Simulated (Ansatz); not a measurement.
**HgH₃: stable or not**

The cell was found from a structure generator's guess, not taken from experiment.

Theory: DFT PBE, scalar-relativistic, plane waves, PAW (Ansatz 0.2.0). Settings of the last relaxation (8-atom cell): 420 eV, 4×4×4 k points, Gaussian smearing of 0.02 eV, no spin polarisation.

Space group Pm-3m (No. 221). a = 7.167 Å, b = 7.167 Å, c = 7.167 Å, α = 90.00°, β = 90.00°, γ = 90.00°
| atom | site | symmetry | x | y | z |
| --- | --- | --- | --- | --- | --- |
| Hg | 1b | m-3m | 0.5000 | 0.5000 | 0.5000 |
| Hg | 1a | m-3m | 0.0000 | 0.0000 | 0.0000 |
| H | 6f | 4m.m | 0.0525 | 0.5000 | 0.5000 |

Energies over the elements count from the elements' standard structures at the same level (H₂ as a molecule), with no fitted energy shifts. The references include crystalline Hg.

Task: These tests were run: energy against the elements; phonons at Γ. What do they show?

Result:

```json
{"test": "energy against the elements", "result": "+0.034 eV/atom"}
{"test": "phonons at Γ", "result": "imaginary modes down to 33i cm⁻¹"}
```

It fails 2 tests: energy against the elements and phonons at Γ. So it isn't even a local minimum.

Weakly bound directions are ill-defined at this level, which has no dispersion term. Spin–orbit coupling, which can matter for Hg, is left out. With hydrogen, zero-point motion can shift formation energies by some tens of meV/atom. The run for the phonons used a 4×4×4 k mesh.
